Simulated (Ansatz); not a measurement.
**Moving the functional in BAs**

Symmetry: F-43m, No. 216, cubic system. The conventional cell has a = 4.777 Å, b = 4.777 Å, c = 4.777 Å, α = 90.00°, β = 90.00°, γ = 90.00°. Around As (site symmetry -43m) lie 4 B at 2.07 Å. Around B (site symmetry -43m) lie 4 As at 2.07 Å.

Kept alike: task single point; k mesh 8 × 8 × 8; occupations fermi-dirac, width 0.05 eV; no spin polarisation. Program: Ansatz, PAW datasets made for the crystal. Cutoffs run from 260 to 380 eV. The mesh is that of the run's cell of 2 atoms. No spin-orbit coupling.

| run | band gap (eV) | pressure (GPa) |
| --- | --- | --- |
| A | 1.103 | -0.83 |
| B | 1.200 | 2.73 |
| C | 1.841 | -0.53 |
| D | 2.508 | -0.65 |

Pressure is positive in compression, with a Pulay correction for the finite cutoff. Spin-orbit coupling, left out here, moves the band edges of heavy atoms and can close or invert small gaps. A gap read on the mesh alone can miss an edge between its points.

Task: The runs differ in the functional (and the cutoff that goes with it) alone: HSE06; PBE; PBE0; PBEsol. Which run is which?

Result: Run A is PBEsol; run B is PBE; run C is HSE06; run D is PBE0. The band gap runs from 1.103 (PBEsol) to 2.508 eV (PBE0). From PBE: HSE06 +0.641; PBE0 +1.308; PBEsol -0.097. Measured: 2.02 eV at 300 K (arxiv:1911.04914); nearest HSE06, 0.179 eV off. The runs are for a static lattice. The pressure runs from -0.83 (PBEsol) to 2.73 GPa (PBE). From PBE: HSE06 -3.26; PBE0 -3.38; PBEsol -3.56. A positive pressure means that the functional's own cell is larger than the one given, a negative one that it is smaller.
